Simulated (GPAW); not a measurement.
The system is I.

```xyz
4
Lattice="3.6350 -2.3950 0.0000 3.6350 2.3950 0.0000 0.0000 0.0000 9.7934" Properties=species:S:1:pos:R:3 pbc="T T T"
I     3.6350   -0.7152    3.7646
I     3.6350    1.6799    1.1321
I     3.6350    0.7152    6.0288
I     3.6350   -1.6799    8.6613
```

Base run:

```yaml
Program: GPAW 26.7.0
Functional: RPBE
Potentials_or_basis: the program's PAW data sets (release 1.2.1) made for this functional
Cutoff: 450 eV
Basis: pw
k_mesh: 6 × 6 × 3
Occupations: fermi-dirac, width 0.001 eV
Spin: no spin polarisation
```

Its results: band gap on the k mesh 1.35 eV, indirect (least direct gap 1.44 eV).

Problem. The run is repeated on the same cell with these changes: functional from RPBE to GLLB-SC. What comes out?

Solution. Band gap on the k mesh, kohn-sham part alone 1.66 eV, indirect (least direct gap 1.75 eV).

Caveats: with so narrow a direct gap the onset needs a denser k mesh; the long-wavelength limit can be off by a per cent or two; spin-orbit coupling is left out, which moves the levels of the heavy elements; an odd mesh through Γ misses points on the zone boundary, where band edges often lie; a model potential gives levels but no total energy (some runs); response on these states lacks terms of the Hamiltonian (some runs).

Not every run made on this cell is shown here.
